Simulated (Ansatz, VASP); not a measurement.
Si: VASP beside Ansatz

```
Si
1.0
     0.00000    2.73988    2.73988
     2.73988    0.00000    2.73988
     2.73988    2.73988    0.00000
Si
2
Direct
  0.50000 0.50000 0.50000
  0.75000 0.75000 0.75000
```

Change from the starting cell: volume scaled by 1.02.

Alike in both runs: task single point; functional r2SCAN; k mesh 8 × 8 × 8; occupations fermi-dirac, width 0.05 eV; no spin polarisation.

|  | VASP | Ansatz |
| --- | --- | --- |
| version | VASP 6.6.1 | Ansatz 0.2.0 |
| potentials or method | VASP PAW PBE potentials, release 64 (Si) | Ansatz PAW |
| plane-wave cutoff (eV) | 520 | 500 |
| valence electrons in the cell | 8 | 8 |

Ansatz gave:

- gap on the k mesh at the Fermi level (eV): 0.84
- least direct gap on the mesh (eV): 2.73
- pressure (GPa): -1.8

Which values does VASP return?

gap on the k mesh at the Fermi level (eV): 0.86; least direct gap on the mesh (eV): 2.75; pressure (GPa): -2.0.

With one functional, cell and mesh, what is left measures potentials, basis and numerics.

Caveats: the PAW data sets were made with another functional, which shifts forces and pressure a little (VASP); the PAW data sets come from PBE, with cores solved anew for the run's functional, which leaves a small shift of forces and pressure (Ansatz). A k mesh can miss the band edges.
